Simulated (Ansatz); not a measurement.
Wurtzite GaN: an Ansatz output whose functional has been blanked. Cell and atoms come from a relaxation with r2SCAN.

```xyz
4
Lattice="3.1831 0.0000 0.0000 -1.5916 2.7567 0.0000 0.0000 0.0000 5.1836" Properties=species:S:1:pos:R:3 pbc="T T T"
Ga    0.0000    1.8378   -0.0046
Ga    1.5916    0.9189    2.5872
N     0.0000    1.8378    1.9485
N     1.5916    0.9189    4.5403
```

```
Crystal: 4 atoms, lattice volume = 45.486 Å³
Basis set: ecut = 420 eV, 893 PW (Γ)
Bands: 46, of which v1, the nominal top of the filled ones, is band 36 counted from 1 (35 counted from 0)
Symmetry: 12 space group operations + 12 with time reversal
Magnetic group: BNS 186.204 (UNI 1434)
k-points: 21 of 144 (time reversal used)
hybrid outer 1: dexx = +1.773e-2 eV, tail = 5.57e-5 eV
hybrid outer 2: dexx = +9.885e-7 eV, tail = 8.10e-8 eV, Δε = 3.04e-3 eV
NSCF: frozen V_eff on 6 k-points
hybrid SCF converged: 2 outer / 10 inner (+5 warm-up)
Free energy (F): -8335.607998 eV
Fermi energy:    8.937005 eV
--- Per-component energies (eV) ---
  E_band       = -90.131844
  E_kinetic    = 493.918375
  E_local      = -3904.126987
  E_nonlocal   = 949.986102
  E_hartree    = 1804.699195
  E_xc         = -207.248714
  E_vxc        = -214.442603
  E_exx        = -124.037381
  E_paw        = -4170.846876
  E_vpaw       = -776.790730
  E_ewald      = -3178.132305
  E_core_change = 0.180477
--- Band table (eV; the first three rows and the last of 21) ---
  k-point 0: bands = […, 7.8251, 7.8251, 8.8957, 8.8957, 8.9286, 8.9286, 8.9370, 8.9370, 12.1293, 12.1293, 14.6439, 14.6439, 19.9086, 19.9086, …]
  k-point 1: bands = […, 7.9498, 7.9498, 7.9805, 7.9805, 8.7505, 8.7505, 8.7670, 8.7670, 13.3335, 13.3335, 14.7571, 14.7571, 19.4539, 19.4539, …]
  k-point 2: bands = […, 8.3423, 8.3423, 8.3423, 8.3423, 8.3669, 8.3669, 8.3669, 8.3669, 14.6146, 14.6146, 14.6146, 14.6146, 19.0209, 19.0209, …]
  k-point 20: bands = […, 4.3811, 4.3811, 4.4297, 4.4297, 7.3446, 7.3446, 7.3531, 7.3531, 16.8214, 16.8214, 16.8451, 16.8451, 17.6372, 17.6372, …]
```

bands.tsv, columns around the gap (it counts bands from 0):
```tsv
# k_distance	band_26	band_27	band_28	band_29	band_30	band_31	band_32	band_33	band_34	band_35	band_36	band_37	band_38	band_39	band_40	band_41	band_42	band_43
# fermi_ev = 8.937005
# [0, 0, 0] at k_distance = 0.000000
# [0.5, 0, 0] at k_distance = 1.139626
# [0.3333333333, 0.3333333333, 0] at k_distance = 1.797589
# [0, 0, 0.5] at k_distance = 3.246372
# [0.5, 0, 0.5] at k_distance = 4.385997
# [0.3333333333, 0.3333333333, 0.5] at k_distance = 5.043961
# levels_relative_to = fermi_ev
0.000	-1.145	-1.145	-1.112	-1.112	-0.041	-0.041	-0.008	-0.008	0.000	0.000	3.192	3.192	5.707	5.707	10.972	10.972	11.376	11.376
1.140	-5.671	-5.671	-4.521	-4.521	-2.969	-2.969	-2.355	-2.355	-1.086	-1.086	6.361	6.361	6.989	6.989	7.432	7.432	10.482	10.482
1.798	-5.686	-5.682	-5.673	-5.673	-3.256	-3.209	-3.209	-3.188	-2.964	-2.964	6.323	6.323	9.631	9.633	9.644	9.644	9.952	9.952
3.246	-4.125	-4.125	-0.595	-0.595	-0.595	-0.595	-0.570	-0.570	-0.570	-0.570	5.678	5.678	5.678	5.678	10.084	10.084	10.084	10.084
4.386	-7.098	-7.098	-2.111	-2.111	-2.111	-2.111	-2.035	-2.035	-2.035	-2.035	5.681	5.681	5.681	5.681	9.353	9.353	9.353	9.353
5.044	-6.583	-6.583	-4.556	-4.556	-4.507	-4.507	-1.592	-1.592	-1.584	-1.584	7.884	7.884	7.908	7.908	8.700	8.700	8.729	8.729
```
In order the rows are Γ, M, K, A, L, H.

Question: Which functional gave these numbers?
A. HSE06+SOC
B. r2SCAN+SOC
C. PBE+SOC
D. PBE

Answer: A. HSE06+SOC. The exchange loop and the term E_exx show exact exchange. Each band holds one electron and the count is doubled, so the run is non-collinear with spin-orbit coupling. The HSE06+SOC gap is direct at Γ: 3.19 eV. Among hybrids the size of the gap and of E_exx follows the share and range of exact exchange.

Run as `ansatz run input.yaml --threads 4 --pin off --max-ram 7372MiB --backend cpu --events-out ev --progress --plain --runs-dir out`. Wall time 2.9 min on 4 threads of Arm Neoverse V1 (shared host), load about 0.5 per core; peak host memory 2.5 GiB.

(Simulation; no magnetic order is allowed.)

The meshes of the hybrids are coarse, so their gaps aren't converged to the digits shown.
